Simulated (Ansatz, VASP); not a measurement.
**One calculation of Zn4Se, two programs**

The input INCAR:

```
  ALGO = Normal
  EDIFF = 1E-6
  EDIFFG = -0.01
  ENCUT = 600
  GGA = PE
  IBRION = 2
  ISIF = 3
  ISMEAR = 0
  LASPH = True
  LCHARG = False
  LREAL = False
  LWAVE = False
  NELM = 60
  NSW = 100
  PREC = Accurate
  SIGMA = 0.1
```

Contents of KPOINTS:

```
k-points
0
Gamma
  8 8 8
```

POSCAR

```
Zn4Se
1.0
    4.6408527061      0.0000000000      0.0000000000
    0.0000000000      4.6408527061      0.0000000000
    0.0000000000      0.0000000000      4.6408527061
Zn Se
4 1
Direct
    0.3033772616      0.3033772616      0.3033772616
    0.6966227384      0.6966227384      0.3033772616
    0.3033772616      0.6966227384      0.6966227384
    0.6966227384      0.3033772616      0.6966227384
    0.0000000000      0.0000000000      0.0000000000
```

Input for Ansatz:

```yaml
crystal:
  lattice:
    - [4.6408527061, 0.0, 0.0]
    - [0.0, 4.6408527061, 0.0]
    - [0.0, 0.0, 4.6408527061]
  atoms:
    - { symbol: Zn, position: [0.3033772616, 0.3033772616, 0.3033772616] }
    - { symbol: Zn, position: [0.6966227384, 0.6966227384, 0.3033772616] }
    - { symbol: Zn, position: [0.3033772616, 0.6966227384, 0.6966227384] }
    - { symbol: Zn, position: [0.6966227384, 0.3033772616, 0.6966227384] }
    - { symbol: Se, position: [0.0, 0.0, 0.0] }
basis:
  ecutwfc: 420
kpoints:
  mp_grid: { grid: [8, 8, 8] }
hamiltonian:
  xc: pbe
scf:
  occupations: { method: gaussian, width: 0.1 }
output:
  forces: true
  stress: true
  eigenvalues: true
relax:
  adjacent_minimum: "off"
  f_tol: 0.01
  max_steps: 80
  cell: { stress_tol: 0.05 }
```

Change from the starting cell: species swapped into the SnI4 type (P-43m, No. 215).

Alike in both runs: task relaxation of cell and atoms; functional PBE; k mesh 8 × 8 × 8; occupations gaussian, width 0.1 eV; no spin polarisation.

```csv
,VASP,Ansatz
version,VASP 6.6.1,Ansatz 0.2.0
potentials or method,"VASP PAW PBE potentials, release 64 (Zn, Se)","scalar-relativistic, plane waves, PAW"
plane-wave cutoff (eV),600,420
valence electrons in the cell,54,64
```

Ansatz gave:

| Quantity | Value |
| --- | --- |
| gap on the k mesh at the Fermi level, each at its own relaxed structure (eV) | none |
| relaxed volume (Å³/atom) | 19.86 |
| relaxed cell length with the largest relative difference (Å) | 4.631 |

Task: Estimate VASP's values.

Result: gap on the k mesh at the Fermi level, each at its own relaxed structure (eV): none; relaxed volume (Å³/atom): 19.95; relaxed cell length with the largest relative difference (Å): 4.637.

A gap of «none» marks a metal or a gap that the smearing closes. The two sets of potentials don't hold the same shells in valence.
